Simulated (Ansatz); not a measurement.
Input and command of a plane-wave DFT calculation in Ansatz:

```yaml
crystal:
  lattice:
    - [3.2794753228, 0.0, 0.0]
    - [-1.6397376614, 2.8401089406, 0.0]
    - [0.0, 0.0, 28.872794083]
  atoms:
    - { symbol: O, position: [0.3333333333, 0.6666666667, 0.2597601042] }
    - { symbol: Zn, position: [0.6666666667, 0.3333333333, 0.281925189] }
    - { symbol: O, position: [0.6666666667, 0.3333333333, 0.3514230456] }
    - { symbol: Zn, position: [0.3333333333, 0.6666666667, 0.3735881303] }
    - { symbol: O, position: [0.3333333333, 0.6666666667, 0.4430859869] }
    - { symbol: Zn, position: [0.6666666667, 0.3333333333, 0.4652510717] }
    - { symbol: O, position: [0.6666666667, 0.3333333333, 0.5347489283] }
    - { symbol: Zn, position: [0.3333333333, 0.6666666667, 0.5569140131] }
    - { symbol: O, position: [0.3333333333, 0.6666666667, 0.6264118697] }
    - { symbol: Zn, position: [0.6666666667, 0.3333333333, 0.6485769544] }
    - { symbol: O, position: [0.6666666667, 0.3333333333, 0.718074811] }
    - { symbol: Zn, position: [0.3333333333, 0.6666666667, 0.7402398958] }
basis:
  ecutwfc: 420
kpoints:
  mp_grid: { grid: [9, 9, 1] }
hamiltonian:
  xc: pbe
scf:
  occupations: { method: gaussian, width: 0.05 }
  n_extra_bands: 1
output:
  forces: true
  stress: true
  eigenvalues: true
efield:
  axis: 3
  dipole_correction: true
  ramp_width: 0.04
```

```bash
ansatz run input.yaml --threads 1 --pin off --max-ram 2560MiB --backend cpu --events-out ev --progress --plain --runs-dir out
```

Processor: Arm Neoverse V2, 1 thread, on a host shared with other jobs.

Problem. Estimate time, memory and problem size.

Solution. About 31 s on 1 thread of Arm Neoverse V2, with other jobs on the host, peak memory 0.49 GiB. It solves 55 bands at 12 k points (the mesh reduced by symmetry) with about 5365 plane waves, in 15 SCF iterations.
